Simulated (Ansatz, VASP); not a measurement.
# HgTe in VASP and in Ansatz

```xyz
2
Lattice="0.0584 2.9507 2.9507 2.9507 0.0584 2.9507 2.9507 2.9507 0.0584" Properties=species:S:1:pos:R:3 pbc="T T T"
Hg    0.0000    0.0000    0.0000
Te    2.9799    2.9799    2.9799
```

Change from the starting cell: equal xy, yz and zx shear strains of +2 %, crystal datasets.

Alike in both runs: task electric field gradients; functional LDA; k mesh 10 × 10 × 10; occupations fermi-dirac, width 0.08 eV; no spin polarisation.

|  | VASP | Ansatz |
| --- | --- | --- |
| version | VASP 6.6.1 | Ansatz 0.2.0 |
| potentials or method | VASP PAW LDA potentials, release 64 (Hg, Te), cutoff 520 eV | all-electron PAW with datasets made for the crystal, scalar-relativistic |

```tsv
	VASP	Ansatz	Ansatz less VASP
pressure (GPa)	4.4	3.9	-0.54
largest component of the traceless stress (GPa)	0.39	0.40	+0.005
Vzz of the field gradient on the site that differs most (V/Å²)	-15.8	-11.9	+3.85
```

Ansatz ran all-electron here, so the differences hold the error of VASP's frozen core and of both bases. Ansatz warned: «gradients_without_spin_orbit».

The runs have no spin-orbit coupling, so splittings on Hg, Te are missing.
